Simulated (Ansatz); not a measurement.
Crystal: PtS2.

```
Pt S
1.0
     3.54320    0.00000    0.00000
    -1.77160    3.06850    0.00000
     0.00000    0.00000    5.03880
Pt S
1 2
Direct
  0.00000 0.00000 0.00000
  0.66667 0.33333 0.77300
  0.33333 0.66667 0.22700
```

Base run:

| Item | Value |
| --- | --- |
| Program | Ansatz 0.2.0 |
| Functional | HSE06 form with a typed share of exact exchange |
| Potentials or basis | Ansatz PAW |
| Cutoff | 420 eV (not typed: the program's choice for these potentials) |
| k mesh | 5 × 5 × 3 |
| Occupations | fermi-dirac, width 0.05 eV |
| Spin | no spin polarisation |

Its results: band gap on the k mesh 1.52 eV, indirect (least direct gap 1.74 eV); pressure 8.8 GPa; largest force 1.054 eV/Å.

Question: The run is repeated on the same cell with these changes: screening (1/å) from 0.6 to 0.4. What comes out?

Answer: Band gap on the k mesh 1.66 eV, indirect (least direct gap 1.91 eV); pressure 7.8 GPa; largest force 0.976 eV/Å.

Caveats: odd divisions of the mesh miss points on the zone boundary, where band edges often lie, so the gap on the mesh can be too wide; spin-orbit coupling is left out, which moves the levels of the heavy elements; the PAW data sets come from PBE, with cores solved anew for the run's functional, which leaves a small shift of forces and pressure; the thresholds are loose for stress; forces of over 1 eV/Å show positions far from the minimum, so gaps and moduli don't describe the material at rest (some runs).

A k mesh can miss the band edges.
